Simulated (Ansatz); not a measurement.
# Zone-centre modes in SiO$_{2}$

The calculation used DFT PBE, scalar-relativistic, plane waves, PAW in Ansatz 0.2.0. Cutoff 420 eV, Γ-centred 6×6×4 k-points, Gaussian smearing of 0.05 eV. No spin polarisation.

The undisturbed cell (relaxed at this level; this form isn't the usual structure):

```xyz
9
Lattice="5.1049 0.0000 0.0000 -2.5524 4.4210 0.0000 0.0000 0.0000 5.5847" Properties=species:S:1:pos:R:3 pbc="T T T"
Si    2.5524    0.0000    0.0000
Si    1.2762    2.2105    1.8616
Si   -1.2762    2.2105    3.7231
O     1.5924    0.9194    0.9308
O     0.0000    1.8388    2.7923
O     3.5124    0.9194    4.6539
O     0.9600    3.5016    0.9308
O     2.5524    2.5822    2.7923
O    -0.9600    3.5016    4.6539
```

Harmonic modes by finite displacements of 0.02 Å, without the LO–TO term.

Question: At this geometry, is the structure stable against these modes?

Answer: No: 1 mode is unstable, the strongest at 56i cm⁻¹.

Question: List the wavenumbers in cm⁻¹.

Answer: 56i, 0, 0, 0, 80, 80, 235, 235, 344, 375, 375, 387, 390, 390, 397, 416, 652, 652, 748, 751, 751, 1047, 1047, 1052, 1071, 1158, 1158.

Cost: 1 run of about 1.5 core-minutes, on Intel Xeon (Ice Lake) (shared hosts).